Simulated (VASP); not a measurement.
# Y (I4/mmm) in VASP: relaxation of cell and atoms with r2SCAN

Aim: the relaxation of cell and atoms of Y with r2SCAN.

All numbers are computed with VASP 6.6.1; they aren't measurements. Logs are shortened: lines on timing, memory, paths and dates and some standing lists are left out, and cuts for length are marked.

### Step 1. The structure

Symmetry: I4/mmm, No. 139, tetragonal system. Conventional cell: a = 3.513 Å, b = 3.513 Å, c = 5.373 Å, α = 90.00°, β = 90.00°, γ = 90.00°. Y (site symmetry 4/mmm) is surrounded by 12 Y at 3.51 to 3.66 Å.

The cell was built by a generator and needn't be a form met in nature.

### Step 2. Relaxation of cell and atoms, r2SCAN

Input file POSCAR:

```
Y
1.0
   -1.7564293172      1.7564293172      2.6864724930
    1.7564293172     -1.7564293172      2.6864724930
    1.7564293172      1.7564293172     -2.6864724930
Y
1
Direct
    0.5000000000      0.5000000000      0.0000000000
```

Input file INCAR.step1:

```
SYSTEM = Y
PREC = Accurate
ENCUT = 600
ISMEAR = 0
SIGMA = 0.1
LREAL = .FALSE.
LASPH = .TRUE.
NELM = 100
GGA = PE
ALGO = Normal
EDIFF = 1E-4
LWAVE = .TRUE.
LCHARG = .FALSE.
```

Input file INCAR.step2:

```
SYSTEM = Y
PREC = Accurate
ENCUT = 600
EDIFF = 1E-6
ISMEAR = 0
SIGMA = 0.1
LREAL = .FALSE.
LASPH = .TRUE.
NELM = 100
ALGO = Normal
ISIF = 3
LWAVE = .FALSE.
LCHARG = .FALSE.
METAGGA = R2SCAN
LMIXTAU = .TRUE.
IBRION = 2
NSW = 90
EDIFFG = -0.04
ISTART = 1
```

Input file KPOINTS:

```
Automatic mesh
0
G
  8 8 8
  0 0 0
```

Potentials or basis: VASP PAW PBE potentials, release 64 (Y_sv).

On the command line:

```
cat potpaw_PBE.64/Y_sv/POTCAR > POTCAR
cp INCAR.step1 INCAR
mpirun -np 1 vasp_std > vasp.out
cp INCAR.step2 INCAR
mpirun -np 1 vasp_std > vasp.out
```

OUTCAR:

```text
SYSTEM = Y
   PREC = Accurate
   ENCUT = 600
   EDIFF = 1E-6
   ISMEAR = 0
   LREAL = .FALSE.
   LASPH = .TRUE.
   NELM = 100
   ISIF = 3
   METAGGA = R2SCAN
   IBRION = 2
   NSW = 90
   EDIFFG = -0.04
   ISTART = 1

 ion  position               nearest neighbor table
   1  0.500  0.500  0.000-

  LATTYP: Found a body centered tetragonal cell.
 ALAT       =     3.5128586344
 C/A-ratio  =     1.5295078866

  Lattice vectors:

 A1 = (  -1.7564293172,   1.7564293172,   2.6864724930)
 A2 = (   1.7564293172,  -1.7564293172,   2.6864724930)
 A3 = (   1.7564293172,   1.7564293172,  -2.6864724930)

Analysis of symmetry for initial positions (statically):
=====================================================================
 Subroutine PRICEL returns:
 Original cell was already a primitive cell.

 Routine SETGRP: Setting up the symmetry group for a
 body centered tetragonal supercell.

 Subroutine GETGRP returns: Found 16 space group operations
 (whereof 16 operations were pure point group operations)
 out of a pool of 16 trial point group operations.

The static configuration has the point symmetry D_4h.

Analysis of symmetry for dynamics (positions and initial velocities):
=====================================================================
 Subroutine PRICEL returns:
 Original cell was already a primitive cell.

 Routine SETGRP: Setting up the symmetry group for a
 body centered tetragonal supercell.

 Subroutine GETGRP returns: Found 16 space group operations
 (whereof 16 operations were pure point group operations)
 out of a pool of 16 trial point group operations.

The dynamic configuration has the point symmetry D_4h.

 Subroutine INISYM returns: Found 16 space group operations
 (whereof 16 operations are pure point group operations),
 and found     1 'primitive' translations

----------------------------------------------------------------------------------------

                                     Primitive cell

  volume of cell :      33.1515

[... 98 lines left out ...]
   NUPDOWN=      -1.0000    fix difference up-down
   EMIN   =  10.00;   EMAX   =-10.00  energy-range for DOS
   EFERMI =   0.00;   METHOD = LEGACY
   ISMEAR =     0;   SIGMA  =   0.10  broadening in eV -4-tet -1-fermi 0-gaus
   EFERMI_NEDOS =   21; number of points for ismear=-14 and -15
   IALGO  =     38    algorithm
   IMIX   =      4    mixing-type and parameters
     AMIX     =   0.40;   BMIX     =  1.00
     AMIX_MAG =   1.60;   BMIX_MAG =  1.00
  volume/ion in A,a.u.               =      33.15       223.72
  Fermi-wavevector in a.u.,A,eV,Ry     =   1.133369  2.141756 17.477013  1.284524
  Thomas-Fermi vector in A             =   2.270071
   LORBIT       =      0    0 simple, 1 ext, 2 COOP (PROOUT), +10 PAW based schemes
   METAGGA = R2SCAN    functional components
   LHFCALC =     F    Hartree Fock is set to
   AEXX    =    0.0000 exact exchange contribution
   IVDW    =     0    specifies the selected vdW correction
   LEPSILON=     F    determine dielectric tensor
   LRPA    =     F    only Hartree local field effects (RPA)
 conjugate gradient relaxation of ions
 non-spin polarized calculation
 Gauss-broadening in eV      SIGMA  =   0.10
  energy-cutoff  :      600.00
  volume of cell :       33.15
 maximum number of plane-waves:      1120
 NGX is ok and might be reduce to    30
   NGX = 15   NGY = 15   NGZ = 15

--------------------------------------- Ionic step        1  -------------------------------------------

 number of electron      11.0000000 magnetization

 Free energy of the ion-electron system (eV)
  ---------------------------------------------------
  ext. energy  EPLUGINS =         0.00000000
  ---------------------------------------------------
  free energy    TOTEN  =       -20.21654508 eV

  energy without entropy =      -20.20811398  energy(sigma->0) =      -20.21232953

------------------------ aborting loop because EDIFF is reached ----------------------------------------

  FORCE on cell =-STRESS in cart. coord.  units (eV):
  Direction    XX          YY          ZZ          XY          YZ          ZX
  --------------------------------------------------------------------------------------
  -------------------------------------------------------------------------------------
  Total        0.0935643      0.0935643     -0.2421522      0.0000000      0.0000000      0.0000000
  in kB        4.5218583      4.5218583    -11.7029481      0.0000000      0.0000000      0.0000000
  external PRESSURE =      -0.8864105 kB  Pullay stress =       0.0000000 kB
[... 162 lines left out ...]
--------------------------------------- Ionic step        6  -------------------------------------------

 number of electron      11.0000000 magnetization

 Free energy of the ion-electron system (eV)
  ---------------------------------------------------
  ext. energy  EPLUGINS =         0.00000000
  ---------------------------------------------------
  free energy    TOTEN  =       -20.22708575 eV

  energy without entropy =      -20.21944749  energy(sigma->0) =      -20.22326662

 E-fermi :   3.0809     XC(G=0): -10.0617

 val. band max:        3.0258329791   @ k =  -0.3750  -0.3750   0.1250
 cond. band min:       3.1238913407   @ k =  -0.2500  -0.3750   0.1250
 fundamental gap:      0.0980583616
 Fermi energy:         3.0808558274

 k-point     1 :       0.0000    0.0000    0.0000
  band No.  band energies     occupation
      1     -41.1282      2.00000
      2     -20.1708      2.00000
      3     -20.1706      2.00000
      4     -20.1706      2.00000
      5      -1.9062      2.00000
      6       5.1070      0.00000
      7       5.1070      0.00000
      8       5.1299      0.00000
      9       7.2377      0.00000
[... 265 lines left out ...]
 k-point    24 :       0.3750    0.1250    0.1250
  band No.  band energies     occupation
      1     -41.0498      2.00000
      2     -20.6632      2.00000
      3     -20.3950      2.00000
      4     -20.2912      2.00000
      5       2.0459      2.00000
      6       2.8312      1.99959
      7       4.0096      0.00000
      8       5.7687      0.00000
      9       8.2661      0.00000

 [... further k-points ...]

------------------------ aborting loop because EDIFF is reached ----------------------------------------

  FORCE on cell =-STRESS in cart. coord.  units (eV):
  Direction    XX          YY          ZZ          XY          YZ          ZX
  --------------------------------------------------------------------------------------
  -------------------------------------------------------------------------------------
  Total        0.0009341      0.0009341      0.0167179      0.0000000      0.0000000      0.0000000
  in kB        0.0453891      0.0453891      0.8123373      0.0000000      0.0000000      0.0000000
  external PRESSURE =       0.3010385 kB  Pullay stress =       0.0000000 kB
[... 16 lines left out ...]
  FREE ENERGIE OF THE ION-ELECTRON SYSTEM (eV)
  ---------------------------------------------------
  free  energy   TOTEN  =       -20.2270857533 eV

  energy  without entropy=      -20.2194474919  energy(sigma->0) =      -20.22326662

 reached required accuracy - stopping structural energy minimisation
```

OUTCAR.step1:

```text
SYSTEM = Y
   PREC = Accurate
   ENCUT = 600
   ISMEAR = 0
   LREAL = .FALSE.
   LASPH = .TRUE.
[... 507 lines left out ...]
 POSITION                                       TOTAL-FORCE (eV/Angst)
 -----------------------------------------------------------------------------------
      0.00000      0.00000      2.68647        -0.000000      0.000000     -0.000000
 -----------------------------------------------------------------------------------
    total drift:                                0.000000     -0.000000      0.000000

  FREE ENERGIE OF THE ION-ELECTRON SYSTEM (eV)
  ---------------------------------------------------
  free  energy   TOTEN  =        -6.3963024300 eV

  energy  without entropy=       -6.3883723546  energy(sigma->0) =       -6.39233739
```

OSZICAR.step1:

```text
N       E                     dE             d eps       ncg     rms          rms(c)
DAV:   1     0.253574863356E+02    0.25357E+02   -0.63441E+03  1062   0.120E+03
DAV:   2    -0.517278487322E+01   -0.30530E+02   -0.30067E+02  1345   0.171E+02
DAV:   3    -0.650874370424E+01   -0.13360E+01   -0.13206E+01  1546   0.303E+01
DAV:   4    -0.659083965891E+01   -0.82096E-01   -0.81906E-01  1507   0.445E+00
DAV:   5    -0.659209846916E+01   -0.12588E-02   -0.12587E-02  1411   0.509E-01    0.215E+01
DAV:   6    -0.642912388081E+01    0.16297E+00   -0.24031E-01  1137   0.391E+00    0.132E+01
DAV:   7    -0.639955531017E+01    0.29569E-01   -0.37389E-01  1157   0.471E+00    0.134E+00
DAV:   8    -0.639686053200E+01    0.26948E-02   -0.55137E-02  1287   0.198E+00    0.526E-01
DAV:   9    -0.639637179427E+01    0.48874E-03   -0.11156E-03  1433   0.285E-01    0.137E-01
DAV:  10    -0.639630242998E+01    0.69364E-04   -0.37847E-04  1193   0.217E-01
   1 F= -.63963024E+01 E0= -.63923374E+01  d E =-.793008E-02
```

Wall time 6.6 min (1 thread of Intel Xeon Platinum 8488C (Sapphire Rapids), shared host); peak memory 0.21 GiB.

Results:

```yaml
Free_energy: -20.2271 eV
Relaxed_volume: 32.97 Å³/atom
Relaxed_cell: a = 3.598 Å, b = 3.598 Å, c = 3.598 Å, α = 119.90°, β = 119.90°, γ = 90.17°
Space_group_after_relaxing_to_0.05_Å: Fm-3m (No. 225)
Energy_gained_by_relaxing: 10.5 meV/atom
Ionic_steps: 6
Pressure_after_relaxing: 0.0 GPa
Band_gap_on_the_k_mesh: none (metal or under the smearing width)
```

Stress tensor (GPa, compression positive):
```
0.00 0.00 0.00
0.00 0.00 0.00
0.00 0.00 0.08
```

Step by step:
```csv
step,energy change (eV),largest force (eV/Å),pressure (GPa),volume (Å³)
1,0.0000,0.0000,-0.09,33.15
2,-0.0035,0.0000,-0.02,33.06
3,-0.0101,0.0000,0.29,32.75
4,-0.0102,0.0000,0.38,32.68
5,-0.0102,0.0000,-0.30,33.27
6,-0.0105,0.0000,0.03,32.97
```

Final structure:
```
CELL_PARAMETERS angstrom
-1.80150 1.80150 2.53995
1.80150 -1.80150 2.53995
1.80150 1.80150 -2.53995
ATOMIC_POSITIONS crystal
Y 0.50000 0.50000 0.00000
```

Caveat: the PAW data sets were made with another functional, which shifts forces and pressure a little.
